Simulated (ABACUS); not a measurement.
An input for ABACUS 3.10.1 (SiC (Moissanite)):

File INPUT:

```
INPUT_PARAMETERS
suffix              SiC
calculation         scf
basis_type          lcao
pseudo_dir          ./
orbital_dir         ./
symmetry            1
dft_functional      pbe
ecutwfc             100
pseudo_rcut         7
nspin               1
nbands              12
ks_solver           genelpa
smearing_method     fd
smearing_sigma      0.00367493
scf_thr             1e-07
scf_nmax            100
mixing_type         broyden
mixing_beta         0.7
cal_force           1
cal_stress          1
vdw_method          d4
out_mul             1
out_chg             1
out_pot             2
out_elf             1
```

File STRU:

```
ATOMIC_SPECIES
Si 28.0850 Si.upf
C 12.0110 C.upf

NUMERICAL_ORBITAL
Si_confined-atom_7au_2s2p1d.orb
C_confined-atom_6au_2s2p1d.orb

LATTICE_CONSTANT
1.8897261246

LATTICE_VECTORS
3.0760000000 0.0000000000 0.0000000000
-1.5380000000 2.6638941420 0.0000000000
0.0000000000 0.0000000000 5.0480000000

ATOMIC_POSITIONS
Cartesian

Si
0.0
2
1.5380000002 0.8879647139 2.5240000000 1 1 1
-0.0000000002 1.7759294281 0.0000000000 1 1 1

C
0.0
2
1.5380000002 0.8879647139 4.4674800000 1 1 1
-0.0000000002 1.7759294281 1.9434800000 1 1 1
```

Contents of KPT:

```
K_POINTS
0
Gamma
10 10 5 0 0 0
```

Potentials or basis: PseudoDojo NC SR 0.4.1 PBE standard, DZP LCAO (the cutoffs set its grid).

Command:

```sh
$ OMP_NUM_THREADS=1 mpirun -np 4 abacus > log
```

How does this run end?

The run stopped without a result. It printed:

running log:

```text
ABACUS Total thread number: 4,Local thread limit: 256
v3.10.1

               Atomic-orbital Based Ab-initio Computation at UStc

 !!!!!!!!!!!!!!!!!!!!!!!!!!!!!!!!!!!!!!!!!!!!!!!!!!!!!!!!!
                         NOTICE
 !!!!!!!!!!!!!!!!!!!!!!!!!!!!!!!!!!!!!!!!!!!!!!!!!!!!!!!!!

 vdw_cutoff_radius <= 0 is not allowd
 CHECK IN FILE : OUT.SiC/warning.log

 !!!!!!!!!!!!!!!!!!!!!!!!!!!!!!!!!!!!!!!!!!!!!!!!!!!!!!!!!
                         NOTICE
 !!!!!!!!!!!!!!!!!!!!!!!!!!!!!!!!!!!!!!!!!!!!!!!!!!!!!!!!!
```
